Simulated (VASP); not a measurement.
Here is a VASP 6.6.1 calculation.

INCAR

```
ALGO     = Normal         # electronic algorithm
EDIFF    = 1E-6           # SCF threshold, eV
EDIFFG   = -0.01          # ionic threshold
ENCUT    = 600            # plane-wave cutoff, eV
GGA      = PS             # functional
IBRION   = 2              # ionic algorithm
ISIF     = 3              # what is computed and relaxed
ISMEAR   = 0              # smearing method
KPAR     = 2            
LASPH    = True           # aspherical terms in the spheres
LCHARG   = False          # write CHGCAR
LREAL    = False          # projectors in reciprocal space
LWAVE    = False          # write WAVECAR
NELM     = 80             # most SCF steps
NSW      = 90             # ionic steps
PREC     = Accurate       # precision mode
SIGMA    = 0.03           # smearing width, eV
```

Contents of KPOINTS:

```
k-points
0
Gamma
  12 12 6
```

The input POSCAR:

```
AlN
1.0
    3.1130000000      0.0000000000      0.0000000000
   -1.5565000000      2.6959370820      0.0000000000
    0.0000000000      0.0000000000      4.9810000000
Al N
2 2
Direct
    0.3333333333      0.6666666667      0.0000000000
    0.6666666667      0.3333333333      0.5000000000
    0.3333333333      0.6666666667      0.3800000000
    0.6666666667      0.3333333333      0.8800000000
```

Potentials or basis: VASP PAW PBE potentials, release 64 (Al, N).

Launch:

```bash
$ cat potpaw_PBE.64/Al/POTCAR potpaw_PBE.64/N/POTCAR > POTCAR
$ mpirun -np 2 vasp_std > vasp.out
```

Problem. What does it give for the relaxed volume?

Solution. 10.45 Å³/atom.

Problem. Predict the space group after relaxing (to 0.05 Å).

Solution. P6_3mc (No. 186).

Problem. Predict the band gap on the k mesh.

Solution. 4.12 eV, direct.

Problem. Predict the relaxed cell.

Solution. a = 3.113 Å, b = 3.113 Å, c = 4.981 Å, α = 90.00°, β = 90.00°, γ = 120.00°.

Step by step:
| step | energy change (eV) | largest force (eV/Å) | pressure (GPa) | volume (Å³) |
| --- | --- | --- | --- | --- |
| 1 | 0.0000 | 0.1321 | 0.04 | 41.80 |
| 2 | -0.0003 | 0.0871 | 0.02 | 41.82 |
| 3 | -0.0012 | 0.0143 | 0.05 | 41.81 |
| 4 | -0.0013 | 0.0063 | -0.06 | 41.83 |
| 5 | -0.0013 | 0.0013 | -0.12 | 41.84 |
| 6 | -0.0013 | 0.0005 | 0.09 | 41.79 |

Caveat: the PAW data sets were made with another functional, which shifts forces and pressure a little. Expect the measured gap to be larger: semilocal functionals such as PBEsol lack the derivative discontinuity.
